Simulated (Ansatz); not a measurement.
# TaN: the cost of one run

Computed with Ansatz 0.2.0 (DFT PBE, scalar-relativistic, plane waves, PAW, unless a step's input says otherwise).

4 further runs of the same task are left out: 4 set aside as unsound or not needed.

## 1. Starting point

Symmetry: Fm-3m, No. 225, cubic system. The conventional cell has a = 4.416 Å, b = 4.416 Å, c = 4.416 Å, α = 90.00°, β = 90.00°, γ = 90.00°. Ta (site symmetry m-3m) is surrounded by 6 N at 2.21 Å. N (site symmetry m-3m) has 6 Ta at 2.21 Å as nearest neighbours.

As a file:

```cif
data_structure
_symmetry_space_group_name_H-M 'P 1'
_symmetry_Int_Tables_number 1
_cell_length_a 3.1227
_cell_length_b 3.1227
_cell_length_c 3.1227
_cell_angle_alpha 60.000
_cell_angle_beta 60.000
_cell_angle_gamma 60.000
_cell_volume 21.53
loop_
_atom_site_label
_atom_site_type_symbol
_atom_site_fract_x
_atom_site_fract_y
_atom_site_fract_z
_atom_site_occupancy
Ta1 Ta 0.50000 0.50000 0.50000 1
N1 N 0.00000 0.00000 0.00000 1
```

This cell was relaxed beforehand with the same method: volume 10.77 Å³/atom, gap on the mesh none (metal).

## 2. The scan

The energy is mapped over volume and the cell's shape.

- volume per atom: 5 values from 9.90 to 11.63 Å³
- length along [111] over the lengths across it, relative to the cubic cell: 5 values from 0.834 to 1.200

Nothing else is relaxed (symmetry fixes all fractional coordinates). Energies count from the relaxed crystal. Points are written as (first, second).

## 3. The run at (11.20 Å³, 0.834)

The input, input.yaml:

```yaml
crystal:
  lattice:
    - [-0.2636999538, 2.1134029948, 2.1134029948]
    - [2.1134029948, -0.2636999538, 2.1134029948]
    - [2.1134029948, 2.1134029948, -0.2636999538]
  atoms:
    - { symbol: Ta, position: [0.5, 0.5, 0.5] }
    - { symbol: "N", position: [0.0, 0.0, 0.0] }
basis:
  ecutwfc: 520.0
kpoints:
  mp_grid: { grid: [20, 20, 20] }
hamiltonian:
  xc: pbe
  pseudopotentials: { kind: paw, azcp: { folder: soft_1 } }
scf:
  occupations: { method: gaussian, width: 0.15 }
output:
  forces: true
  stress: true
  eigenvalues: true
```

The run is started by

```
$ ansatz run input.yaml --threads 1 --pin off --max-ram 2048MiB --backend cpu --events-out ev --progress --plain --runs-dir out
```

Q: Estimate wall time and peak memory on 1 thread of Arm Neoverse N1, shared host.

About 25 s, with a peak of 0.53 GiB.
